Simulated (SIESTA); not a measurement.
A run of SIESTA 5.4.2 is set up as follows.

In.fdf

```
SystemName                      In
SystemLabel                     In
NumberOfSpecies                 1
NumberOfAtoms                   1
%block ChemicalSpeciesLabel
  1  49 In
%endblock ChemicalSpeciesLabel

LatticeConstant                 1.0 Ang
%block LatticeVectors
    -1.6254700000     1.6254700000     2.4737000000
     1.6254700000    -1.6254700000     2.4737000000
     1.6254700000     1.6254700000    -2.4737000000
%endblock LatticeVectors
AtomicCoordinatesFormat         Fractional
%block AtomicCoordinatesAndAtomicSpecies
     0.0000000000     0.0000000000     0.0000000000  1  In
%endblock AtomicCoordinatesAndAtomicSpecies

%block kgrid.MonkhorstPack
    8   0   0  0.0
    0   8   0  0.0
    0   0   8  0.0
%endblock kgrid.MonkhorstPack
XC.Functional                   GGA
XC.Authors                      PBEsol
PAO.BasisSize                   DZP
PAO.EnergyShift                 0.003 Ry
Mesh.Cutoff                     500 Ry
OccupationFunction              FD
ElectronicTemperature           0.05 eV
MaxSCFIterations                120
SCF.MustConverge                false
SCF.Mixer.Method                Pulay
SCF.Mixer.Weight                0.25
SCF.Mixer.History               8
SCF.DM.Tolerance                5.0e-05
SCF.H.Tolerance                 1.0e-03 eV
WriteForces                     true
Charge.Mulliken                 end
BandLinesScale                  ReciprocalLatticeVectors
%block BandLines
    1    0.000000   0.000000   0.000000  \Gamma
   11    0.000000   0.000000   0.500000  X
    5   -0.215891   0.215891   0.500000  Y
    5   -0.357945   0.357945   0.357945  S
   11    0.000000   0.000000   0.000000  \Gamma
   10    0.500000   0.500000  -0.500000  Z
    5    0.357945   0.642055  -0.357945  S1
    6    0.000000   0.500000   0.000000  N
    8    0.250000   0.250000   0.250000  P
    7    0.500000   0.500000  -0.215891  Y1
    6    0.500000   0.500000  -0.500000  Z
    1    0.000000   0.000000   0.500000  X
    5    0.250000   0.250000   0.250000  P
%endblock BandLines
%block PAO.Basis
  In 4
  n=5 0 2
    6.955 0.000
  n=5 1 2
    9.500 0.000
  n=4 2 2
    4.114 0.000
  n=5 2 1
    9.500
%endblock PAO.Basis
```

Potentials or basis: PseudoDojo 0.4 standard (PBEsol files), DZP (energy shift 0.003 Ry; two zetas on semicore shells).

Run with:

```sh
$ siesta < In.fdf > In.out 2>&1
```

(1) Estimate the band gap on the k mesh.

(2) What does it give for the pressure?

Results:

(1) none (metal or under the smearing width).

(2) -0.7 GPa.

Caveat: spin-orbit coupling is left out, which moves the levels of the heavy elements; the basis of atomic orbitals isn't converged, which shifts pressures, moduli and gaps.
